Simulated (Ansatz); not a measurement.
Set up this calculation in Ansatz 0.2.0, as the native input.

| Quantity | Value |
| --- | --- |
| Task | relaxation of cell and atoms |
| Functional | revPBE |
| Dispersion | D3(BJ) |
| Potentials or basis | all-electron LAPW, scalar-relativistic |
| Basis error allowed | 0.001 eV/atom |
| k mesh | 10 × 10 × 10 |
| Occupations | fermi-dirac, width 0.05 eV |
| Spin | no spin polarisation |

BAs:

```
As B
1.0
     0.00000    2.38850    2.38850
     2.38850    0.00000    2.38850
     2.38850    2.38850    0.00000
As B
1 1
Cartesian
  3.5827 3.5827 3.5827
  0.0000 0.0000 0.0000
```

One way to write it, as run:

input.yaml

```yaml
crystal:
  lattice:
    - [0.0, 2.3885, 2.3885]
    - [2.3885, 0.0, 2.3885]
    - [2.3885, 2.3885, 0.0]
  atoms:
    - { symbol: As, position: [0.75, 0.75, 0.75] }
    - { symbol: B, position: [0.0, 0.0, 0.0] }
kpoints:
  mp_grid: { grid: [10, 10, 10] }
scf:
  occupations: { method: fermi_dirac, width: 0.05 }
hamiltonian:
  xc: revpbe
  dispersion: d3bj
  pseudopotentials: { kind: all_electron, lapw: { basis_error: 0.001 } }
output:
  forces: true
  stress: true
relax:
  f_tol: 0.01
  max_steps: 60
  cell: {}
```

Potentials or basis: all-electron LAPW, scalar-relativistic.

The run is started by

```bash
$ ansatz run input.yaml --threads 1 --pin off --max-ram 3072MiB --backend cpu --events-out ev --progress --plain --runs-dir out
```

Results of the run:

```yaml
Relaxed_volume: 13.32 Å³/atom
Relaxed_cell: a = 3.353 Å, b = 3.353 Å, c = 3.353 Å, α = 60.00°, β = 60.00°, γ = 60.00°
Space_group_after_relaxing_to_0.05_Å: F-43m (No. 216)
Energy_gained_by_relaxing: 2.9 meV/atom
Ionic_steps: 4
Pressure_after_relaxing: 0.0 GPa
Band_gap_on_the_k_mesh: 1.18 eV
```

Wall time 67 s on 1 thread of Intel(R) Xeon(R) Processor @ 2.50GHz (Skylake/Cascade Lake), on a shared host, peak memory 0.31 GiB.
